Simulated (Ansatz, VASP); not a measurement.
# One calculation of CaS, two programs

```
CELL_PARAMETERS angstrom
0.00000 2.84300 2.84300
2.84300 0.00000 2.84300
2.84300 2.84300 0.00000
ATOMIC_POSITIONS crystal
Ca 0.00000 0.00000 0.00000
S 0.50000 0.50000 0.50000
```

Alike in both runs: task single point; functional PBE; k mesh 6 × 6 × 6; occupations gaussian, width 0.1 eV; no spin polarisation.

|  | VASP | Ansatz |
| --- | --- | --- |
| version | VASP 6.6.1 | Ansatz 0.2.0 |
| potentials or method | VASP PAW PBE potentials, release 64 (Ca_sv, S) | scalar-relativistic, plane waves, PAW |
| plane-wave cutoff (eV) | 520 | 420 |
| valence electrons in the cell | 16 | 16 |

Ansatz gave:

- gap on the k mesh at the Fermi level (eV): 2.35
- least direct gap on the mesh (eV): 3.16
- pressure (GPa): 0.8

Problem. Estimate VASP's values.

Solution. gap on the k mesh at the Fermi level (eV): 2.35; least direct gap on the mesh (eV): 3.16; pressure (GPa): 1.0.

The functional is the same, so the differences come from potentials, cutoffs and numerics.

A k mesh can miss the band edges. PBE gaps usually lie below the measured ones, often by a third to a half.
